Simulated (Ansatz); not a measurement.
# How much does Li in Cu(111), 2x2 scatter?

Wanted: the reflection from a plane of defects, Li in Cu(111), 2x2, and the resistivity it implies.

Method: Ansatz plane-wave DFT, PBE, PAW files; ballistic transport by layer matching (Landauer), zero bias; PAW set soft_1, in the first sound run; inputs show where later runs differ, in Ansatz 0.2.0.

**1. Set-up**

The cell holds 44 atoms: 43 Cu and 1 Li. Its edges and angles: a = 5.112 Å, b = 5.112 Å, c = 23.005 Å, α = 86.8°, β = 93.2°, γ = 120.0°. It derives from Cu. Regions: lead, 24 atoms (24 Cu); scattering region, 20 atoms (19 Cu and 1 Li). The structure is stacked along c, and the current runs across the ab planes.

**2. Transmission at ideal sites**

The defect sits in one plane of the supercell, all atoms on ideal sites; the layers about the cell's end are the lead. The mesh across the current, 12×12, is finer than the density's, because channels open and close sharply across the zone. Energies from -0.1 to 0.1 eV in steps of 0.05 eV are too few for the program's thermal sum, so it prints no conductance; for a metal the transmission near the Fermi level serves, at a fraction of the cost.

input.yaml reads:

```yaml
crystal:
  lattice:
    - [5.1123254594, 0.0, 0.0]
    - [-2.5561627297, 4.4274037203, 0.0]
    - [-1.2780813649, 0.73790062, 22.9580794202]
  atoms:
    - { symbol: Cu, position: [0.0075757576, 0.9924242424, 0.0454545455] }
    - { symbol: Cu, position: [0.0075757576, 0.4924242424, 0.0454545455] }
    - { symbol: Cu, position: [0.5075757576, 0.9924242424, 0.0454545455] }
    - { symbol: Cu, position: [0.5075757576, 0.4924242424, 0.0454545455] }
    - { symbol: Cu, position: [0.1893939394, 0.3106060606, 0.1363636364] }
    - { symbol: Cu, position: [0.1893939394, 0.8106060606, 0.1363636364] }
    - { symbol: Cu, position: [0.6893939394, 0.3106060606, 0.1363636364] }
    - { symbol: Cu, position: [0.6893939394, 0.8106060606, 0.1363636364] }
    - { symbol: Cu, position: [0.3712121212, 0.1287878788, 0.2272727273] }
    - { symbol: Cu, position: [0.3712121212, 0.6287878788, 0.2272727273] }
    - { symbol: Cu, position: [0.8712121212, 0.1287878788, 0.2272727273] }
    - { symbol: Cu, position: [0.8712121212, 0.6287878788, 0.2272727273] }
    - { symbol: Cu, position: [0.053030303, 0.946969697, 0.3181818182] }
    - { symbol: Cu, position: [0.053030303, 0.446969697, 0.3181818182] }
    - { symbol: Cu, position: [0.553030303, 0.946969697, 0.3181818182] }
    - { symbol: Cu, position: [0.553030303, 0.446969697, 0.3181818182] }
    - { symbol: Cu, position: [0.2348484848, 0.2651515152, 0.4090909091] }
    - { symbol: Cu, position: [0.2348484848, 0.7651515152, 0.4090909091] }
    - { symbol: Cu, position: [0.7348484848, 0.2651515152, 0.4090909091] }
    - { symbol: Cu, position: [0.7348484848, 0.7651515152, 0.4090909091] }
    - { symbol: Li, position: [0.4166666667, 0.0833333333, 0.5] }
    - { symbol: Cu, position: [0.4166666667, 0.5833333333, 0.5] }
    - { symbol: Cu, position: [0.9166666667, 0.0833333333, 0.5] }
    - { symbol: Cu, position: [0.9166666667, 0.5833333333, 0.5] }
    - { symbol: Cu, position: [0.0984848485, 0.9015151515, 0.5909090909] }
    - { symbol: Cu, position: [0.0984848485, 0.4015151515, 0.5909090909] }
    - { symbol: Cu, position: [0.5984848485, 0.9015151515, 0.5909090909] }
    - { symbol: Cu, position: [0.5984848485, 0.4015151515, 0.5909090909] }
    - { symbol: Cu, position: [0.2803030303, 0.2196969697, 0.6818181818] }
    - { symbol: Cu, position: [0.2803030303, 0.7196969697, 0.6818181818] }
    - { symbol: Cu, position: [0.7803030303, 0.2196969697, 0.6818181818] }
    - { symbol: Cu, position: [0.7803030303, 0.7196969697, 0.6818181818] }
    - { symbol: Cu, position: [0.4621212121, 0.0378787879, 0.7727272727] }
    - { symbol: Cu, position: [0.4621212121, 0.5378787879, 0.7727272727] }
    - { symbol: Cu, position: [0.9621212121, 0.0378787879, 0.7727272727] }
    - { symbol: Cu, position: [0.9621212121, 0.5378787879, 0.7727272727] }
    - { symbol: Cu, position: [0.1439393939, 0.8560606061, 0.8636363636] }
    - { symbol: Cu, position: [0.1439393939, 0.3560606061, 0.8636363636] }
    - { symbol: Cu, position: [0.6439393939, 0.8560606061, 0.8636363636] }
    - { symbol: Cu, position: [0.6439393939, 0.3560606061, 0.8636363636] }
    - { symbol: Cu, position: [0.3257575758, 0.1742424242, 0.9545454545] }
    - { symbol: Cu, position: [0.3257575758, 0.6742424242, 0.9545454545] }
    - { symbol: Cu, position: [0.8257575758, 0.1742424242, 0.9545454545] }
    - { symbol: Cu, position: [0.8257575758, 0.6742424242, 0.9545454545] }
kpoints:
  mp_grid: { grid: [5, 5, 1] }
hamiltonian:
  xc: pbe
  pseudopotentials: { kind: paw, azcp: { folder: soft_1 } }
scf:
  occupations: { method: fermi_dirac, width: 0.1 }
output:
  transmission: { leads: [[0, 4]], kmesh: [12, 12], e_range: [-0.1, 0.1], de: 0.05 }
  write_potential: true
  write_density: true
  volumetric_format: npy
  elf: true
```

On the command line:

```bash
$ ansatz run input.yaml --threads 4 --pin off --max-ram 15360MiB --backend cpu --events-out ev --progress --plain --runs-dir out
```

Numbers of over 12 decimals in the logs are rounded to 6 here.

The program printed:

```text
Engine: ansatz 0.2.0, x86_64-unknown-linux-gnu
Pseudopotentials: kind: paw
Pseudopotential: Cu, paw, valence charge 19, recommended cutoff 420 eV (normal), soft_1/Cu.paw.azcp
Pseudopotential: Li, paw, valence charge 3, recommended cutoff 420 eV (normal), soft_1/Li.paw.azcp
Functional definition: PBE
  parameter kappa = 0.804
  parameter beta = 0.066725
  exchange = pbe_x(kappa = kappa, mu = beta*pi^2/3)
  correlation = pbe_c(beta = beta)
Crystal: 44 atoms, lattice volume = 519.641 Å³
Basis set: ecut = 420 eV, 10219 PW (Γ)
Bands: 492, of which v1, the nominal top of the filled ones, is band 410 counted from 1 (409 counted from 0)
Symmetry: 4 space group operations
Space group: C2/m (ITA 12), of the structure as read, at distance tolerance 8.0e-5 Å
k-points: 9 of 25
Non-local potential: Cu, projectors of the file, l = 0: 3, l = 1: 2, l = 2: 3, l = 3: 1
Non-local potential: Li, projectors of the file, l = 0: 3, l = 1: 2, l = 2: 1
PAW form: soft (Blöchl's): semilocal exchange-correlation on the pseudo side does not see the compensation charge
PAW one-centre angular grid: Cu, 590 points (default); XC on 64 Gauss nodes
PAW one-centre angular grid: Li, 110 points (default); XC on 96 Gauss nodes
Initial density: superposition of atomic densities (chi_scale 0.1, normalization cell, long waves kept (reshape's long-wave potential 0.85 eV rms))
Initial wavefunctions: pseudopotential atomic-orbital guess
Functional: x = pbe(κ = 0.804, μ = 0.219515), c = pbe(β = 0.066725)
SCF iter   1: F=—  HF=-285139.769271 eV  |F-HF|=—  |Δ(HF+E_count)|=         —  Δρ=3.06e-1  dr2=1.31e3  ethr=3.10e-3  ⟨swp⟩=4.6  Hψ=13111  notcnv=0  defer=56
preconditioner: auto → Kerker (q_TF=auto, 2.944 Å⁻¹)  [metal: Δε(μ)=0.015 eV  Ē_g=9.008 eV  σ=0.100 eV  W_gap=0.04  n_scr=240 (ndim 8)  ℏωp=35.5 eV  f_vac=0.000  D(μ)=35.92/eV (n_scr^D=374)]
SCF iter   2: F=—  HF=-285101.627016 eV  |F-HF|=—  |Δ(HF+E_count)|=    3.81e1  Δρ=1.05e-1  dr2=5.05e2  ethr=3.10e-3  ⟨swp⟩=2.0  Hψ=8290  notcnv=0  defer=508
SCF iter   3: F=—  HF=-285092.859482 eV  |F-HF|=—  |Δ(HF+E_count)|=    8.77e0  Δρ=6.32e-2  dr2=1.89e2  ethr=3.10e-3  ⟨swp⟩=2.0  Hψ=6639  notcnv=0  defer=528
SCF iter   4: F=—  HF=-285088.915186 eV  |F-HF|=—  |Δ(HF+E_count)|=    3.94e0  Δρ=2.89e-2  dr2=1.07e2  ethr=3.10e-3  ⟨swp⟩=3.2  Hψ=6057  notcnv=0  defer=530
SCF iter   5: F=—  HF=-285089.093066 eV  |F-HF|=—  |Δ(HF+E_count)|=   1.78e-1  Δρ=2.30e-2  dr2=7.22e1  ethr=3.10e-3  ⟨swp⟩=1.8  Hψ=5120  notcnv=0  defer=532
SCF iter   6: F=—  HF=-285087.931973 eV  |F-HF|=—  |Δ(HF+E_count)|=    1.16e0  Δρ=1.57e-2  dr2=1.76e1  ethr=3.10e-3  ⟨swp⟩=2.6  Hψ=4013  notcnv=0  defer=532
SCF iter   7: F=—  HF=-285087.793797 eV  |F-HF|=—  |Δ(HF+E_count)|=   1.38e-1  Δρ=7.98e-3  dr2=1.51e0  ethr=2.15e-3  ⟨swp⟩=1.7  Hψ=5109  notcnv=0  defer=537
SCF iter   8: F=—  HF=-285087.769366 eV  |F-HF|=—  |Δ(HF+E_count)|=   2.44e-2  Δρ=2.85e-3  dr2=2.83e-1  ethr=1.84e-4  ⟨swp⟩=1.0  Hψ=3891  notcnv=0  defer=537
SCF iter   9: F=—  HF=-285087.762221 eV  |F-HF|=—  |Δ(HF+E_count)|=   7.15e-3  Δρ=8.97e-4  dr2=5.43e-2  ethr=3.45e-5  ⟨swp⟩=1.0  Hψ=3891  notcnv=0  defer=537
SCF iter  10: F=—  HF=-285087.761297 eV  |F-HF|=—  |Δ(HF+E_count)|=   9.24e-4  Δρ=5.10e-4  dr2=3.90e-3  ethr=6.63e-6  ⟨swp⟩=1.2  Hψ=3894  notcnv=0  defer=537
SCF iter  11: F=—  HF=-285087.761260 eV  |F-HF|=—  |Δ(HF+E_count)|=   3.67e-5  Δρ=4.73e-4  dr2=1.16e-3  ethr=4.75e-7  ⟨swp⟩=2.1  Hψ=5876  notcnv=0  defer=537
SCF iter  12: F=—  HF=-285087.761061 eV  |F-HF|=—  |Δ(HF+E_count)|=   2.00e-4  Δρ=1.41e-4  dr2=1.58e-4  ethr=1.41e-7  ⟨swp⟩=2.1  Hψ=7543  notcnv=0  defer=537
SCF iter  13: F=—  HF=-285087.761059 eV  |F-HF|=—  |Δ(HF+E_count)|=   1.26e-6  Δρ=7.14e-5  dr2=1.21e-4  ethr=1.92e-8  ⟨swp⟩=2.0  Hψ=5784  notcnv=0  defer=537
SCF iter  14: F=—  HF=-285087.761050 eV  |F-HF|=—  |Δ(HF+E_count)|=   8.94e-6  Δρ=2.58e-5  dr2=1.61e-5  ethr=1.47e-8  ⟨swp⟩=1.0  Hψ=3891  notcnv=0  defer=537
SCF iter  15: F=—  HF=-285087.760940 eV  |F-HF|=—  |Δ(HF+E_count)|=   1.10e-4  Δρ=1.27e-5  dr2=2.35e-6  ethr=1.97e-9  ⟨swp⟩=1.0  Hψ=4237  notcnv=0  defer=537
SCF iter  16: F=—  HF=-285087.760940 eV  |F-HF|=—  |Δ(HF+E_count)|=   1.17e-7  Δρ=6.94e-6  dr2=1.22e-6  ethr=2.86e-10  ⟨swp⟩=2.0  Hψ=5850  notcnv=0  defer=537
SCF iter  17: F=—  HF=-285087.760940 eV  |F-HF|=—  |Δ(HF+E_count)|=   4.84e-8  Δρ=2.02e-6  dr2=2.60e-7  ethr=1.48e-10  ⟨swp⟩=1.0  Hψ=3891  notcnv=0  defer=537
SCF iter  18: F=-285087.760940 eV  HF=-285087.760940 eV  |F-HF|=2.40e-8  |Δ(HF+E_count)|=   4.66e-9  Δρ=8.85e-7  dr2=2.58e-8  ethr=1.22e-11  ⟨swp⟩=7.6  Hψ=15678  notcnv=0
SCF 1 converged in 18 iterations: F = -285087.760940 eV  dr2 = 2.58e-8
  greatest PAW one-centre occupation: 1.000 electrons in one spin orbital (limit 2), on the Li atom at site 20 (counted from 0), in its partial waves of l = 0
transmission: 151 of 1505 steps passed
transmission: 303 of 1505 steps passed
[...]
transmission: 1505 of 1505 steps passed
SCF converged after 18 iterations
Free energy (F): -285087.760940 eV
Harris-Foulkes:  -285087.760940 eV  (|F-HF|=2.40e-8)
Internal energy: -285087.215998 eV  (E = F + TS)
E sigma→0 (E₀):  -285087.488469 eV
Entropy (-TS):   -0.544942 eV (-12.385 meV/atom)
Fermi energy:    15.992754 eV
--- Per-component energies (eV) ---
  E_band       = -16097.032269
  E_kinetic    = 11273.457644
  E_local      = -199126.966996  (includes V_loc(G=0)·N_el)
  E_nonlocal   = 38234.481689
  E_hartree    = 84623.572719
  E_xc         = -2977.000461
  E_vxc        = -3844.117081  (∫ρ·V_xc dr)
  E_paw        = -78059.904032  (= ΣΔE_a)
  E_vpaw       = -31881.059287  (= ΣTr[D̂ρ^β])
  E_aug_tail   = 0.044457  (compensation charges beyond the density's cutoff)
  E_ewald      = -139054.901018
  E_smearing   = -0.544942  (= −TS)
  E_closure    = -0.000000  (closes the sum)
  Σ components = -285087.760940   (vs F -285087.760940, Δ=0.00e0)
--- Band table (eV; the first three rows and the last of 9) ---
  k-point 0: bands = [... 406 lower, 15.8533, 16.2208, 16.2800, 16.5652, 16.5824, 16.6215, 16.6349, 16.8351, ... 78 higher]
  k-point 1: bands = [... 406 lower, 15.7293, 15.7877, 15.7959, 15.9049, 15.9922, 16.0065, 16.0689, 16.1769, ... 78 higher]
  k-point 2: bands = [... 406 lower, 15.7650, 15.7896, 15.8235, 15.9191, 15.9812, 16.0954, 16.3620, 16.4122, ... 78 higher]
  k-point 8: bands = [... 406 lower, 15.7596, 15.8160, 15.8425, 15.8791, 15.9468, 16.1146, 16.1249, 16.2644, ... 78 higher]
--- Transmission ---
  basis      : 199 plane waves across, 35 finite elements along
  points     : 43, standing for a mesh of 12 x 12
  energies   : 5 from -0.100000 to 0.100000 eV about the Fermi level, 0.050000 eV apart; the leads are filled to 0.000000 eV, and channels, transmission and decay are at 0.000000 eV
  crystal 0  : Cu4, at the sites [0, 4], period 2.0871 Å, over 20.87 Å; its Hamiltonian steps by up to 2.1 meV
    offset         : up to 0.0000 Å between an atom of the period and one for which it stands
    channels       : 3.145833e0 a spin
    conductance    : none, the energies end too early or step too widely for 300 K: set another output.transmission.e_range or a lower de, or, where they end at an eighth of basis.ecutwfc, a higher one
  junction   : crystal 0 to crystal 0, 0.70 to 21.57 Å
    transmission   : 2.998392e0 a spin
    conductance    : none, the energies end too early or step too widely for 300 K: set another output.transmission.e_range or a lower de, or, where they end at an eighth of basis.ecutwfc, a higher one
```

Wall time 3.3 min (4 threads of Intel Xeon Platinum 8488C (Sapphire Rapids), shared host); peak memory 5.2 GiB.

Reading the cycles: dr2 is the Hartree energy of the density residual (eV), the measure of convergence; HF is the Harris–Foulkes estimate of the energy, which meets the free energy F at convergence.

This step gave:

```yaml
free_energy: -285087.7609 eV
energy_at_zero_smearing: -285087.4885 eV
fermi_energy: 15.99 eV
cell_area: 22.63 Å²
transmission_per_spin_nearest_the_fermi_level: 2.998
open_channels_per_spin_nearest_the_fermi_level: 3.146
step_of_the_lead_s_potential: 2.1 meV
```

Per spin. The transmission, zone mean by energy, zero at the Fermi level:

| energy (eV) | transmission, zone mean |
| --- | --- |
| -0.1000 | 2.98 |
| -0.0500 | 2.99 |
| 0.0000 | 3.00 |
| 0.0500 | 3.01 |
| 0.1000 | 3.01 |

Per spin. The open channels, zone mean, lead stays at 3.15 for energy from -0.1 to 0.1 eV.

Transmission over k1 and k2. At 0.0000 eV from the Fermi level.

Ten even steps from '0' (2.70) to '9' (3.62):
```
292222922222
229222922222
222922922222
222200022222
222200002222
999900100999
222220000222
222222000222
222222922922
222222922292
222222922229
922222922222
```
Columns: k1 (b1) from -0.5 to 0.417; rows upwards: k2 (b2) from -0.5 to 0.417.

Open channels over k1 and k2. At 0.0000 eV from the Fermi level.

Values, 12 rows by 12 columns:
```
3.00 4.00 3.00 3.00 3.00 3.00 4.00 3.00 3.00 3.00 3.00 3.00
3.00 3.00 4.00 3.00 3.00 3.00 4.00 3.00 3.00 3.00 3.00 3.00
3.00 3.00 3.00 4.00 3.00 3.00 4.00 3.00 3.00 3.00 3.00 3.00
3.00 3.00 3.00 3.00 3.00 3.00 3.00 3.00 3.00 3.00 3.00 3.00
3.00 3.00 3.00 3.00 3.00 3.00 3.00 3.00 3.00 3.00 3.00 3.00
4.00 4.00 4.00 4.00 3.00 3.00 3.00 3.00 3.00 4.00 4.00 4.00
3.00 3.00 3.00 3.00 3.00 3.00 3.00 3.00 3.00 3.00 3.00 3.00
3.00 3.00 3.00 3.00 3.00 3.00 3.00 3.00 3.00 3.00 3.00 3.00
3.00 3.00 3.00 3.00 3.00 3.00 4.00 3.00 3.00 4.00 3.00 3.00
3.00 3.00 3.00 3.00 3.00 3.00 4.00 3.00 3.00 3.00 4.00 3.00
3.00 3.00 3.00 3.00 3.00 3.00 4.00 3.00 3.00 3.00 3.00 4.00
4.00 3.00 3.00 3.00 3.00 3.00 4.00 3.00 3.00 3.00 3.00 3.00
```
Columns: k1 (b1) from -0.5 to 0.417; rows upwards: k2 (b2) from -0.5 to 0.417.

ELF in the ca plane at fractional y = 0.083, with atoms of Li and Cu within 0.2 Å of it. It is the smooth field of the valence electrons, not physical close to the nuclei.

Ten even steps from '0' (0.05) to '9' (0.93), each cell a mean:
```
22111111121112222221126311222222222221142112
22112511122222222221125211222222111111111112
22112311121112211122111112111111111111111121
22111111111111111112111112111111111112211221
11211112111111111112221222111111111112111122
11221122111111111112100012111121111111111112
11211111111111211122001002222222111221143112
22111111121112222232049601322222222221142112
22112511122222222232048402222222111111111112
22112311121112221222001002211121111111111121
22111111111111211112110122111111111112211221
11211112111111111112221222111111111112111122
11221122111111111112111112111111111111111112
11211111111111211122111111221122111221143112
```
Columns run along c (16.0 Å, from fractional 0.15 to 0.85 of the cell), rows up along a (5.1 Å). Atoms in or near the plane, at fractional coordinates: Li at (0.50, 0.42), Cu at (0.50, 0.92), Cu at (0.77, 0.46), Cu at (0.77, 0.96).

Electrostatic potential energy in the ca plane at fractional y = 0.083, with atoms of Li and Cu within 0.2 Å of it. With pseudopotentials it is smooth inside the atoms' cores, unlike the true potential.

Values in eV, 8 rows by 16 columns, each cell a mean:
```
 16 -18 -15  16  17  18  17 -14 -36  14  17  18  15   5 -33  11
 16 -22 -15  14  15  16  15   2 -10  14  11  13  -5  14   9  17
 16   9  11   0  -2  11   6  16  16  13   4  10 -11  14   7  16
 16  13  13   2   3  14  12  13   8  16  14  17  13   5 -35   9
 16 -18 -15  16  17  18  17   4 -10  16  17  18  15   5 -33  11
 16 -22 -15  14  15  16  15  12   7  15  11  13  -5  14   9  17
 16   9  11   0  -2  11   6  17  16  13   4  10 -11  14   7  16
 16  13  13   2   3  14  12   5 -11  15  14  17  13   5 -35   9
```
Columns run along c (16.0 Å, from fractional 0.15 to 0.85 of the cell; values clipped at the 3rd and 97th percentile), rows up along a (5.1 Å). Atoms in or near the plane, at fractional coordinates: Li at (0.50, 0.42), Cu at (0.50, 0.92), Cu at (0.77, 0.46), Cu at (0.77, 0.96).

Valence density in the ca plane at fractional y = 0.083, with atoms of Li and Cu within 0.2 Å of it. It is the smooth field of the valence electrons, not physical close to the nuclei.

Ten steps, logarithmic in the rise over the least value, from '0' (0 e/Å³) to '9' (49 e/Å³), each cell a mean:
```
00014641000000000000379830000000000001687300
00037962000000000000279720000000001001354100
00037852000000000000145410001000122100111000
00013421011210001100011100011100234200000000
00001100013320011100000000011100133100111000
00000000023320011100000000011000011001354200
00001110012210000000002100000000000001687300
00014641000000000000035400000000000001687300
00037962000000000000035300000000001001354100
00037852000000000000001000001000122100111000
00013421011210001100000000011100234200000000
00001100013320011100000000011100133100111000
00000000023320011100011100011000011001354200
00001110012210000000146410000000000001687300
```
Columns run along c (16.0 Å, from fractional 0.15 to 0.85 of the cell), rows up along a (5.1 Å). Atoms in or near the plane, at fractional coordinates: Li at (0.50, 0.42), Cu at (0.50, 0.92), Cu at (0.77, 0.46), Cu at (0.77, 0.96).

Over the solved energies the transmission per spin lies between 2.98 and 3.01, out of 3.15 channels of the lead on average (up to 3.15).

**3. Resistance at ideal sites**

This step: Ansatz plane-wave DFT, PBE, PAW files; ballistic transport by layer matching (Landauer), zero bias; area resistance of the defect plane and resistivity an atomic per cent; PAW set soft_1 (Ansatz 0.2.0).

Numbers from this step:

```
area resistance                                                                                 : 0.04589 fΩ m²
T over the leads' mean channel count                                                            : 0.9529
resistivity per at.% scaled from this dense plane, with the factor 3/4 for isotropic scattering : 0.6596 µΩ cm
```

Averaged over the energies near the Fermi level, 95.3 % of the channels pass, which makes 0.0459 fΩ m².

By hand, with T and the leads' channels N averaged over the energies near the Fermi level: RA = A (h/2e²)(1/T − 1/N) = 22.63×10⁻²⁰ m² × 12 906 Ω × (1/2.998 − 1/3.146) = 0.0459 fΩ m². Per atomic per cent: RA × A / V_atom × 0.01 × 3/4 = 0.660 µΩ cm, with the host's V_atom = 11.81 Å³.

(Part 1 of 2 ends here.)

[Logs are printed without paths, hosts, clocks, repeated set-up lines and the standing remarks that a program may print on its own settings, such as how far it seeks lower states.]

[Hosts, paths, dates, database ids (printed as entryN), source tags and the programs' standing remarks are cut or masked in the printed files.]
